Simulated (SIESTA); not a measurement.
The system is Er.

```xyz
2
Lattice="3.5588 0.0000 0.0000 -1.7794 3.0820 0.0000 0.0000 0.0000 5.5874" Properties=species:S:1:pos:R:3 pbc="T T T"
Er    1.7794    1.0273    4.1905
Er    0.0000    2.0547    1.3968
```

Base run:

```yaml
Program: SIESTA 5.4.2
Functional: PBE
Potentials_or_basis: PseudoDojo 3+ lanthanides (4f in the core) (PBE files)
Basis: DZP (energy shift 0.003 Ry; two zetas on semicore shells)
Grid_cutoff: 800 Ry
Energy_shift: 0.003 Ry
k_mesh: 9 × 9 × 5
Occupations: fermi-dirac, width 0.05 eV
Spin: collinear spin, ferromagnetic start
Starting_moments: "[3.0, 3.0] μB"
```

Its results: band gap on the k mesh none (metal or under the smearing width); pressure -0.2 GPa; net moment 0.00 μB per cell.

Task: The run is repeated on the same cell with these changes: functional from PBE to PBEsol; k mesh from 9 × 9 × 5 to 7 × 7 × 4. What comes out?

Result: Band gap on the k mesh none (metal or under the smearing width); pressure -2.3 GPa; net moment 0.00 μB per cell.

Several settings changed at once, so the effect can't be laid on one alone.

Caveats: the magnetic or orbital state may not be the lowest; short orbitals over semicore shells can move pressures by several GPa; spin-orbit coupling is left out, which moves the levels of the heavy elements; the 4f electrons are frozen in the core as for a trivalent ion, so they carry no moment and show no levels; the basis of atomic orbitals isn't converged, which shifts pressures, moduli and gaps; the potentials were made for another functional, which shifts forces and pressure (some runs).
